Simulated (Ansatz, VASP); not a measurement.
**Au: VASP beside Ansatz**

Contents of INCAR:

```
SYSTEM = Au
PREC = Accurate ; ENCUT = 520
EDIFF = 1E-7 ; ISMEAR = 0
SIGMA = 0.1 ; LREAL = .FALSE.
LASPH = .TRUE. ; NELM = 100
ALGO = Fast ; ISIF = 2
LWAVE = .FALSE. ; LCHARG = .FALSE.
GGA = PS ; NBANDS = 30
```

KPOINTS

```
regular mesh
0
G
  18 18 6
  0 0 0
```

File POSCAR:

```
Au
1.0
    2.6710155473      0.0000000000      0.0000000000
   -1.3355077736      2.3131673178      0.0000000000
    0.0000000000      0.0000000000      8.6306764012
Au
4
Direct
    0.0000000000      0.0000000000      0.0000000000
    0.3333333300      0.6666666700      0.2500000000
    0.0000000000      0.0000000000      0.5000000000
    0.6666666700      0.3333333300      0.7500000000
```

Input for Ansatz:

```yaml
crystal:
  lattice:
    - [2.6710155473, 0.0, 0.0]
    - [-1.3355077736, 2.3131673178, 0.0]
    - [0.0, 0.0, 8.6306764012]
  atoms:
    - { symbol: Au, position: [0.0, 0.0, 0.0] }
    - { symbol: Au, position: [0.33333333, 0.66666667, 0.25] }
    - { symbol: Au, position: [0.0, 0.0, 0.5] }
    - { symbol: Au, position: [0.66666667, 0.33333333, 0.75] }
basis:
  ecutwfc: 420
kpoints:
  mp_grid: { grid: [18, 18, 6] }
hamiltonian:
  xc: pbesol
scf:
  occupations: { method: gaussian, width: 0.1 }
output:
  forces: true
  stress: true
  eigenvalues: true
```

Alike in both runs: task single point; functional PBEsol; k mesh 18 × 18 × 6; occupations gaussian, width 0.1 eV; no spin polarisation.

|  | VASP | Ansatz |
| --- | --- | --- |
| version | VASP 6.6.1 | Ansatz 0.2.0 |
| potentials or method | VASP PAW PBE potentials, release 64 (Au) | scalar-relativistic, plane waves, PAW |
| plane-wave cutoff (eV) | 520 | 420 |
| valence electrons in the cell | 44 | 76 |

|  | VASP | Ansatz | Ansatz less VASP |
| --- | --- | --- | --- |
| gap on the k mesh at the Fermi level (eV) | none | none | - |
| pressure (GPa) | 84.8 | 85.0 | +0.22 |
| largest component of the traceless stress (GPa) | 4.26 | 4.25 | -0.004 |

A gap of «none» marks a metal or a gap that the smearing closes. The two sets of potentials don't hold the same shells in valence.

Caveats: the cell as given lies far from equilibrium; so large a pressure means that the cell lies far from this level's equilibrium, or that cutoff or potentials fall short (VASP); the potentials were made for another functional, which shifts forces and pressure (VASP). The runs have no spin-orbit coupling, so splittings on Au are missing.
